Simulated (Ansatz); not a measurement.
# TiAl3 (Pm-3m) in Ansatz: reference runs

Aim: a first look at TiAl3 with PBEsol, on the cell as given and on a disturbed one.

Everything below comes from runs of Ansatz 0.2.0. Logs are shortened: lines on timing, memory, paths and dates and some standing lists are left out, and cuts for length are marked.

### Step 1. The structure

The structure is cubic, space group Pm-3m (No. 221). The conventional cell has a = 3.956 Å, b = 3.956 Å, c = 3.956 Å, α = 90.00°, β = 90.00°, γ = 90.00°. Around Ti (site symmetry m-3m) lie 12 Al at 2.80 Å. Around Al (site symmetry 4/mmm) lie 4 Ti at 2.80 Å and 8 Al at 2.80 Å.

The cell comes from a database or a generator and needn't be the stable form of this composition.

### Step 2. Single point, PBEsol

input.yaml reads:

```yaml
crystal:
  lattice:
    - [3.95567125, 0.0, 0.0]
    - [0.0, 3.95567125, 0.0]
    - [0.0, 0.0, 3.95567125]
  atoms:
    - { symbol: Ti, position: [0.0, 0.0, 0.0] }
    - { symbol: Al, position: [0.0, 0.5, 0.5] }
    - { symbol: Al, position: [0.5, 0.0, 0.5] }
    - { symbol: Al, position: [0.5, 0.5, 0.0] }
hamiltonian:
  xc: pbesol
  pseudopotentials: { kind: paw }
kpoints:
  mp_grid: { grid: [7, 7, 7] }
scf:
  occupations: { method: fermi_dirac, width: 0.05 }
output:
  forces: true
  stress: true
  eigenvalues: true
  write_density: true
  write_potential: true
  elf: true
  volumetric_format: npy
```

Potentials or basis: Ansatz PAW.

Command:

```
$ ansatz run input.yaml --threads 2 --pin off --max-ram 5632MiB --backend cpu --events-out ev --progress --plain --runs-dir out
```

The program printed:

```text
Warning: RAYON_NUM_THREADS=2 ignored (pool sized by the plan → 2); use --threads N
Engine: ansatz 0.2.0, x86_64-unknown-linux-gnu
Pseudopotentials: kind: paw
Pseudopotential: Ti, paw, valence charge 12, recommended cutoff 420 eV (normal), Ti.paw.azcp
Pseudopotential: Al, paw, valence charge 3, recommended cutoff 420 eV (normal), Al.paw.azcp
Functional definition: PBEsol
  exchange = pbesol_x
  correlation = pbesol_c
Crystal: 4 atoms, lattice volume = 61.896 Å³
Basis set: ecut = 420 eV, 1213 PW (Γ), exchange–correlation on 54×54×54 points (8 copies of the dense FFT grid, shifted against one another)
Bands: 15, of which v1, the nominal top of the filled ones, is band 11 counted from 1 (10 counted from 0)
Symmetry: 48 space group operations
Space group: Pm-3m (ITA 221), of the structure as read, at distance tolerance 4.0e-5 Å
k-points: 20 of 343
Non-local potential: Ti, projectors of the file, l = 0: 3, l = 1: 2, l = 2: 3, l = 3: 1
Non-local potential: Al, projectors of the file, l = 0: 2, l = 1: 2, l = 2: 1
PAW form: soft (Blöchl's): semilocal exchange-correlation on the pseudo side does not see the compensation charge
PAW frozen core: Ti, regenerated for the run's functional, and the local potential with it (the file was generated under x = pbe(κ = 0.804, μ = 0.2195149727645171), c = pbe(β = 0.06672455060314922))
PAW frozen core: Al, regenerated for the run's functional, and the local potential with it (the file was generated under x = pbe(κ = 0.804, μ = 0.2195149727645171), c = pbe(β = 0.06672455060314922))
PAW one-centre angular grid: Ti, 590 points (default); XC on 64 Gauss nodes
PAW one-centre angular grid: Al, 110 points (default); XC on 64 Gauss nodes
Initial density: superposition of atomic densities (neutral atoms: chi_scale 0, normalization atom), corrected by the library's trained network
Initial wavefunctions: pseudopotential atomic-orbital guess
Functional: x = pbesol(κ = 0.804, μ = 0.12345679012345678), c = pbesol(β = 0.046)
SCF iter   1: F=—  HF=-4049.063962 eV  |F-HF|=—  |Δ(HF+E_count)|=         —  Δρ=3.07e-3  dr2=7.38e-3  ethr=1.77e-3  ⟨swp⟩=5.6  Hψ=1747  notcnv=0
preconditioner: auto → Resta (q_TF=auto, 2.279 Å⁻¹)  ε∞=10.4  [insulator: Δε(μ)=0.175 eV  Ē_g=5.558 eV  σ=0.050 eV  W_gap=0.65  n_scr=18 (ndim 8)  ℏωp=17.0 eV  f_vac=0.000  D(μ)=2.95/eV (n_scr^D=26)  ε∞_Penn≈10.4]
SCF iter   2: F=—  HF=-4049.062187 eV  |F-HF|=—  |Δ(HF+E_count)|=   1.78e-3  Δρ=1.63e-3  dr2=2.30e-3  ethr=3.51e-5  ⟨swp⟩=1.9  Hψ=511  notcnv=0
SCF iter   3: F=—  HF=-4049.061612 eV  |F-HF|=—  |Δ(HF+E_count)|=   5.74e-4  Δρ=1.63e-4  dr2=1.89e-5  ethr=1.09e-5  ⟨swp⟩=2.6  Hψ=507  notcnv=0
SCF iter   4: F=—  HF=-4049.061696 eV  |F-HF|=—  |Δ(HF+E_count)|=   8.38e-5  Δρ=2.80e-5  dr2=4.26e-7  ethr=9.02e-8  ⟨swp⟩=2.4  Hψ=461  notcnv=0
iter 5 did not close the SCF: its close was put off for the readings that it lacked (scf_convergence_deferred on its scf_iter line)
SCF iter   5: F=-4049.061696 eV  HF=-4049.061696 eV  |F-HF|=6.35e-9  |Δ(HF+E_count)|=   5.23e-8  Δρ=4.29e-6  dr2=1.34e-8  ethr=2.03e-9  ⟨swp⟩=1.2  Hψ=324  notcnv=0
SCF iter   6: F=-4049.061696 eV  HF=-4049.061696 eV  |F-HF|=7.03e-10  |Δ(HF+E_count)|=   3.27e-9  Δρ=8.75e-7  dr2=9.34e-10  ethr=6.37e-11  ⟨swp⟩=4.8  Hψ=1367  notcnv=0
SCF 1 converged in 6 iterations: F = -4049.061696 eV  dr2 = 9.34e-10
SCF converged after 6 iterations
Free energy (F): -4049.061696 eV
Harris-Foulkes:  -4049.061696 eV  (|F-HF|=7.03e-10)
Internal energy: -4049.037737 eV  (E = F + TS)
E sigma→0 (E₀):  -4049.049717 eV
Entropy (-TS):   -0.023959 eV (-5.990 meV/atom)
Fermi energy:    10.469207 eV
--- Per-component energies (eV) ---
  E_band       = -146.558843
  E_kinetic    = 345.779881
  E_local      = -1185.838071  (includes V_loc(G=0)·N_el)
  E_nonlocal   = 42.097834
  E_hartree    = 523.040170
  E_xc         = -216.820570
  E_vxc        = -211.474452  (∫ρ·V_xc dr)
  E_paw        = -2388.137704  (= ΣΔE_a)
  E_vpaw       = -183.205567  (= ΣTr[D̂ρ^β])
  E_aug_tail   = 0.000103  (compensation charges beyond the density's cutoff)
  E_ewald      = -1169.356182
  E_core_change = 0.196801  (= ΣΔE_core)
  E_smearing   = -0.023959  (= −TS)
  E_closure    = 0.000000  (closes the sum)
  Σ components = -4049.061696   (vs F -4049.061696, Δ=0.00e0)
--- Forces (eV/Å), atoms counted from 1 ---
  atom   1  Ti    -0.00000000    -0.00000000    -0.00000000
  atom   2  Al     0.00000000    -0.00000000     0.00000000
  atom   3  Al    -0.00000000    -0.00000000     0.00000000
  atom   4  Al    -0.00000000     0.00000000     0.00000000
  max |Σ_I F_I| component: 6.08e-31 eV/Å
--- Stress (GPa, compression-positive) ---
       -0.598822       0.000000       0.000000
        0.000000      -0.598822       0.000000
        0.000000       0.000000      -0.598822
  P = ⅓ Tr σ = -0.5988 GPa (-5.988 kbar)
--- Band table (eV; the first three rows and the last of 20) ---
  k-point 0: bands = ["-46.2937", "-22.7069", "-22.7069", "-22.7069", "-0.4217", "7.2870", "7.2870", "8.2346", "8.2346", "8.2346", "10.5544", "10.5544", "10.5544", "11.0886", "14.5008"]
  k-point 1: bands = ["-46.2936", "-22.7108", "-22.7066", "-22.7066", "-0.2234", "6.0556", "7.4183", "8.2213", "8.2213", "8.8528", "10.5986", "10.6056", "10.6056", "11.8445", "13.8761"]
  k-point 2: bands = ["-46.2932", "-22.7196", "-22.7060", "-22.7060", "0.3596", "4.3238", "7.7657", "8.1808", "8.1808", "9.6906", "10.7023", "10.7987", "10.7987", "12.4963", "12.7283"]
  k-point 19: bands = ["-46.2915", "-22.7219", "-22.7217", "-22.7217", "4.1406", "5.2345", "5.2345", "6.0451", "7.0716", "7.0716", "7.2272", "11.0362", "11.6332", "11.6332", "13.2159"]
```

Wall time 1.5 s (2 threads of Intel Xeon Platinum 8375C at 2.90GHz (Ice Lake), shared host); peak memory 0.37 GiB.

Results:

```yaml
Free_energy: -4049.0617 eV
Pressure: -0.6 GPa
Band_gap_on_the_k_mesh: none (metal or under the smearing width)
```

Caveat: the PAW data sets come from PBE, with cores solved anew for the run's functional, which leaves a small shift of forces and pressure.

### Step 3. Single point, PBEsol (atoms moved at random, drawn with an rms of 0.05 Å)

input.yaml reads:

```yaml
crystal:
  lattice:
    - [3.95567125, 0.0, 0.0]
    - [0.0, 3.95567125, 0.0]
    - [0.0, 0.0, 3.95567125]
  atoms:
    - { symbol: Ti, position: [-0.00025, -0.012978, 0.004692] }
    - { symbol: Al, position: [0.001109, 0.507471, 0.509379] }
    - { symbol: Al, position: [0.509156, -0.010498, 0.505813] }
    - { symbol: Al, position: [0.505388, 0.50594, -0.001105] }
hamiltonian:
  xc: pbesol
  pseudopotentials: { kind: paw }
kpoints:
  mp_grid: { grid: [7, 7, 7] }
scf:
  occupations: { method: fermi_dirac, width: 0.05 }
output:
  forces: true
  stress: true
  eigenvalues: true
```

Potentials or basis: Ansatz PAW.

Command:

```
$ ansatz run input.yaml --threads 2 --pin off --max-ram 5632MiB --backend cpu --events-out ev --progress --plain --runs-dir out
```

It took 9.2 s on 2 threads of Intel Xeon Platinum 8375C at 2.90GHz (Ice Lake), shared host; peak memory 0.51 GiB.

Results (log left out):

* Free energy: -4049.0126 eV
* Pressure: -0.2 GPa
* Largest force: 0.699 eV/Å
* Band gap on the k mesh: none (metal or under the smearing width)

Forces on the atoms (eV/Å):
```
Ti   0.251  0.648  0.075
Al   0.141 -0.543 -0.204
Al  -0.252  0.391 -0.097
Al  -0.140 -0.497  0.225
```

Levels at points of the mesh, in eV from the Fermi level:
| k point | band 6 | band 7 | band 8 | band 9 | band 10 | band 11 | band 12 | band 13 | band 14 | band 15 |
| --- | --- | --- | --- | --- | --- | --- | --- | --- | --- | --- |
| (0.00, 0.00, 0.00) | -3.20 | -3.19 | -2.25 | -2.24 | -2.21 | 0.08 | 0.10 | 0.10 | 0.61 | 4.02 |

Caveat: the PAW data sets come from PBE, with cores solved anew for the run's functional, which leaves a small shift of forces and pressure.
